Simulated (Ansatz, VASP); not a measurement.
# Two plane-wave programs on NaI

POSCAR

```
NaI
1.0
    0.0000000000      3.5782750668      3.5782750668
    3.5782750668      0.0000000000      3.5782750668
    3.5782750668      3.5782750668      0.0000000000
Na I
1 1
Direct
    0.0000000000      0.0000000000      0.0000000000
    0.2500000000      0.2500000000      0.2500000000
```

Contents of INCAR.step1:

```
SYSTEM = NaI
PREC     = Accurate       ! precision mode
ENCUT    = 520            ! plane-wave cutoff, eV
ISMEAR   = 0              ! smearing method
SIGMA    = 0.01           ! smearing width, eV
LREAL    = .False.        ! projectors in reciprocal space
LASPH    = .True.         ! aspherical terms in the spheres
NELM     = 60             ! most SCF steps
NBANDS   = 14             ! bands
GGA      = PE             ! functional
ALGO     = Normal         ! electronic algorithm
EDIFF    = 1E-4           ! SCF threshold, eV
LWAVE    = .True.         ! write WAVECAR
LCHARG   = .False.        ! write CHGCAR
```

File INCAR.step2:

```
SYSTEM = NaI
PREC     = Accurate       ! precision mode
ENCUT    = 520            ! plane-wave cutoff, eV
EDIFF    = 1E-7           ! SCF threshold, eV
ISMEAR   = 0              ! smearing method
SIGMA    = 0.01           ! smearing width, eV
LREAL    = .False.        ! projectors in reciprocal space
LASPH    = .True.         ! aspherical terms in the spheres
NELM     = 60             ! most SCF steps
ALGO     = Normal         ! electronic algorithm
ISIF     = 2              ! what is computed and relaxed
LWAVE    = .False.        ! write WAVECAR
LCHARG   = .True.         ! write CHGCAR
METAGGA  = R2SCAN         ! meta-GGA
LMIXTAU  = .True.       
LELF     = .True.         ! ELF
LVHAR    = .True.       
NBANDS   = 14             ! bands
ISTART   = 1
```

The input KPOINTS:

```
regular mesh
0
Gamma
  6 6 6
  0 0 0
```

Input for Ansatz:

```yaml
crystal:
  lattice:
    - [0.0, 3.5782750668, 3.5782750668]
    - [3.5782750668, 0.0, 3.5782750668]
    - [3.5782750668, 3.5782750668, 0.0]
  atoms:
    - { symbol: Na, position: [0.0, 0.0, 0.0] }
    - { symbol: I, position: [0.25, 0.25, 0.25] }
kpoints:
  mp_grid: { grid: [6, 6, 6] }
hamiltonian:
  xc: r2scan
scf:
  occupations: { method: fixed }
  n_extra_bands: 4
output:
  forces: true
  stress: true
  eigenvalues: true
```

Alike in both runs: task single point; functional r2SCAN; k mesh 6 × 6 × 6; no spin polarisation.

|  | VASP | Ansatz |
| --- | --- | --- |
| version | VASP 6.6.1 | Ansatz 0.2.0 |
| potentials or method | VASP PAW PBE potentials, release 64 (Na_pv, I) | plane waves, PAW |
| plane-wave cutoff (eV) | 520 | 500 |
| occupations | gaussian, width 0.01 eV | fixed |
| valence electrons in the cell | 14 | 26 |

```csv
,VASP,Ansatz,Ansatz less VASP
gap on the k mesh at the Fermi level (eV),4.37,4.37,-0.005
pressure (GPa),-0.4,-0.3,+0.05
```

The two sets of potentials don't hold the same shells in valence.

Caveats: the PAW data sets were made with another functional, which shifts forces and pressure a little (VASP); spin-orbit coupling is left out, which moves the levels of the heavy elements. r2SCAN opens gaps a little over a GGA but as a rule still falls short of measured ones.
